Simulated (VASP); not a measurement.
**VASP 6.6.1, GW calculation on PBE orbitals, GaP (strained zincblende)**

INCAR, step 1 (ground state)

```
ISMEAR = 0
LASPH = .TRUE.
LCHARG = .FALSE.
NELM = 120
LWAVE = .TRUE.
GGA = PE
SIGMA = 0.01
EDIFF = 1E-7
ENCUT = 450
LREAL = .FALSE.
PREC = Accurate
```

INCAR, step 2 (empty bands)

```
LREAL = .FALSE.
LASPH = .TRUE.
SIGMA = 0.01
EDIFF = 1E-7
LOPTICS = .TRUE.
NBANDS = 172
ISMEAR = 0
LCHARG = .FALSE.
PREC = Accurate
ISTART = 1
GGA = PE
ENCUT = 450
NELM = 1
ALGO = Exact
LWAVE = .TRUE.
```

INCAR, step 3 (GW)

```
PREC = Accurate
EDIFF = 1E-7
GGA = PE
NBANDSGW = 17
NELMGW = 3
ISTART = 1
NOMEGA = 64
LASPH = .TRUE.
NBANDS = 172
LREAL = .FALSE.
ENCUT = 450
PRECFOCK = Fast
ENCUTGW = 150
ISMEAR = 0
ALGO = EVGW0
ENCUTGWSOFT = 150
SIGMA = 0.01
NELM = 120
LCHARG = .FALSE.
LWAVE = .FALSE.
```

KPOINTS

```
KPOINTS created by Atomic Simulation Environment
0
Gamma
4 4 4
0 0 0
```

POSCAR

```
Ga P
 1.0000000000000000
     0.0000000000000000    2.6572643123000002    2.7830825241000001
     2.6572643123000002    0.0000000000000000    2.7830825241000001
     2.6572643123000002    2.6572643123000002    0.0000000000000000
 Ga  P
   1   1
Cartesian
  0.0000000000000000  0.0000000000000000  0.0000000000000000
  1.3286321561500001  1.3286321561500001  1.3915412620500001
```

VASP ran with the GW set of PAW datasets (18 valence electrons in the cell).

Command

```
mpirun -np 1 vasp_std
```

From OUTCAR

```
k-points           NKPTS =     13   k-points in BZ     NKDIM =     64   number of bands    NBANDS=    172

   NELECT =      18.0000    total number of electrons

   dimension x,y,z NGX =    28 NGY =   28 NGZ =   28
   dimension x,y,z NGXF=    56 NGYF=   56 NGZF=   56

  energy-cutoff  :      450.00
  volume of cell :       39.30
      direct lattice vectors                 reciprocal lattice vectors
     0.000000000  2.657264312  2.783082524    -0.188163442  0.188163442  0.179656908
     2.657264312  0.000000000  2.783082524     0.188163442 -0.188163442  0.179656908
     2.657264312  2.657264312  0.000000000     0.188163442  0.188163442 -0.179656908

 k-points in reciprocal lattice and weights: KPOINTS created by Atomic Simulation Env
   0.00000000  0.00000000  0.00000000       0.016
   0.25000000  0.00000000  0.00000000       0.125
   0.50000000  0.00000000  0.00000000       0.062
   0.25000000  0.25000000  0.00000000       0.031
   0.50000000  0.25000000  0.00000000       0.125
  -0.25000000  0.25000000  0.00000000       0.062
   0.50000000  0.50000000  0.00000000       0.016
   0.25000000  0.00000000  0.25000000       0.062
   ...

 QP shifts <psi_nk| G(iteration)W_0 |psi_nk>: iteration 1
 for sc-GW calculations column KS-energies equals QP-energies in previous step
 and V_xc(KS)=  KS-energies - (<T + V_ion + V_H > + <T+V_H+V_ion>^1  + <V_x>^1)

 k-point   1 :       0.0000    0.0000    0.0000
  band No.  KS-energies  QP-energies   sigma(KS)   V_xc(KS)     V^pw_x(r,r')   Z            occupation Imag(sigma)

      1      -9.9528     -12.2314     -24.9712     -21.6615     -34.9707       0.6884       2.0000       0.1830
      2      -9.9375     -12.2116     -24.9810     -21.6751     -34.9951       0.6879       2.0000       0.1840
      3      -9.9375     -12.2116     -24.9810     -21.6751     -34.9951       0.6879       2.0000       0.1840
      4      -9.8392     -12.1583     -25.1576     -21.8098     -35.1419       0.6927       2.0000       0.1500
      5      -9.8337     -12.1355     -25.1322     -21.7901     -35.1169       0.6887       2.0000       0.1511
      6      -8.0192      -8.5880     -12.2824     -11.4105     -18.7774       0.6524       2.0000       0.9829
      7       4.5093       3.8912     -13.5357     -12.7322     -14.7826       0.7693       2.0000       0.0404
      8       4.7983       4.1891     -13.5006     -12.7065     -14.7080       0.7672       2.0000       0.0378
      9       4.7983       4.1891     -13.5006     -12.7065     -14.7080       0.7672       2.0000       0.0378
     10       6.7463       7.0582     -11.2480     -11.6530      -6.7881       0.7701       0.0000      -0.0472
     11       8.5320       8.6866     -10.3737     -10.5748      -5.8955       0.7685       0.0000      -0.0555
     12       8.5320       8.6866     -10.3737     -10.5748      -5.8955       0.7685       0.0000      -0.0555
     13       8.6341       8.7883     -10.3810     -10.5816      -5.8907       0.7686       0.0000      -0.0546
     14      13.5880      13.5880      -8.6904      -8.6904      -3.1053       0.7871       0.0000      -0.2538
     15      14.0403      14.2111     -10.3099     -10.5371      -4.8273       0.7519       0.0000      -0.2086
     16      14.8762      15.1013     -10.7147     -11.0166      -5.0378       0.7454       0.0000      -0.2480
     17      16.4234      16.2178      -8.5293      -8.2563      -2.5368       0.7527       0.0000      -0.4455

 ...

 QP shifts <psi_nk| G(iteration)W_0 |psi_nk>: iteration 2

 k-point   1 :       0.0000    0.0000    0.0000
  band No. old QP-enery  QP-energies   sigma(KS)   T+V_ion+V_H  V^pw_x(r,r')   Z            occupation Imag(sigma)

      1     -12.2314     -12.9089     -24.9297      11.7086     -34.9707       0.6846       2.0000       0.1982
      2     -12.2116     -12.8920     -24.9400      11.7376     -34.9951       0.6867       2.0000       0.2008
      3     -12.2116     -12.8920     -24.9400      11.7376     -34.9951       0.6867       2.0000       0.2008
      4     -12.1583     -12.8488     -25.1343      11.9706     -35.1419       0.6868       2.0000       0.1498
      5     -12.1355     -12.8461     -25.1155      11.9564     -35.1169       0.6943       2.0000       0.1516
      6      -8.5880      -8.7953     -12.2947       3.3913     -18.7774       0.6574       2.0000       0.9783
      7       3.8912       3.7837     -13.4900      17.2416     -14.7826       0.7703       2.0000       0.0399
      8       4.1891       4.0824     -13.4544      17.5049     -14.7080       0.7695       2.0000       0.0374
      9       4.1891       4.0824     -13.4544      17.5049     -14.7080       0.7695       2.0000       0.0374
     10       7.0582       7.0724     -11.3226      18.3993      -6.7881       0.7684       0.0000      -0.0491
     11       8.6866       8.6926     -10.4123      19.1068      -5.8955       0.7712       0.0000      -0.0572
     12       8.6866       8.6926     -10.4123      19.1068      -5.8955       0.7712       0.0000      -0.0572
     13       8.7883       8.7940     -10.4201      19.2157      -5.8907       0.7725       0.0000      -0.0570
     14      13.5880      13.5898      -8.6881      22.2784      -3.1053       0.7849       0.0000      -0.2463
     15      14.2111      14.2261     -10.3464      24.5774      -4.8273       0.7535       0.0000      -0.2116
     16      15.1013      15.1218     -10.7640      25.8928      -5.0378       0.7468       0.0000      -0.2588
     17      16.2178      16.2081      -8.4746      24.6796      -2.5368       0.7567       0.0000      -0.4115

 ...

 QP shifts <psi_nk| G(iteration)W_0 |psi_nk>: iteration 3

 k-point   1 :       0.0000    0.0000    0.0000
  band No. old QP-enery  QP-energies   sigma(KS)   T+V_ion+V_H  V^pw_x(r,r')   Z            occupation Imag(sigma)

      1     -12.9089     -13.1167     -24.9203      11.7086     -34.9707       0.6863       2.0000       0.2049
      2     -12.8920     -13.0978     -24.9289      11.7376     -34.9951       0.6875       2.0000       0.2085
      3     -12.8920     -13.0978     -24.9289      11.7376     -34.9951       0.6875       2.0000       0.2085
      4     -12.8488     -13.0650     -25.1316      11.9706     -35.1419       0.6927       2.0000       0.1498
      5     -12.8461     -13.0544     -25.1055      11.9564     -35.1169       0.6877       2.0000       0.1521
      6      -8.7953      -8.8548     -12.2772       3.3913     -18.7774       0.6571       2.0000       0.9852
      7       3.7837       3.7614     -13.4867      17.2416     -14.7826       0.7736       2.0000       0.0400
      8       4.0824       4.0609     -13.4504      17.5049     -14.7080       0.7691       2.0000       0.0374
      9       4.0824       4.0609     -13.4504      17.5049     -14.7080       0.7691       2.0000       0.0374
     10       7.0724       7.0687     -11.3317      18.3993      -6.7881       0.7689       0.0000      -0.0490
     11       8.6926       8.6893     -10.4185      19.1068      -5.8955       0.7713       0.0000      -0.0572
     12       8.6926       8.6893     -10.4185      19.1068      -5.8955       0.7713       0.0000      -0.0572
     13       8.7940       8.7906     -10.4261      19.2157      -5.8907       0.7726       0.0000      -0.0568
     14      13.5898      13.5886      -8.6901      22.2784      -3.1053       0.7851       0.0000      -0.2465
     15      14.2261      14.2261     -10.3513      24.5774      -4.8273       0.7571       0.0000      -0.2127
     16      15.1218      15.1244     -10.7675      25.8928      -5.0378       0.7462       0.0000      -0.2599
     17      16.2081      16.2059      -8.4745      24.6796      -2.5368       0.7573       0.0000      -0.4103

 ...
```

| Property | Result |
| --- | --- |
| PBE gap on the mesh | 1.36 eV |
| G₀W₀ gap on the mesh | 1.88 eV |

These GW values are short of the basis and mesh limit.

The run (its last step) took about 9.8 min on one core of a shared host (Intel Xeon Platinum 8488C) and held 0.4 GiB at most.
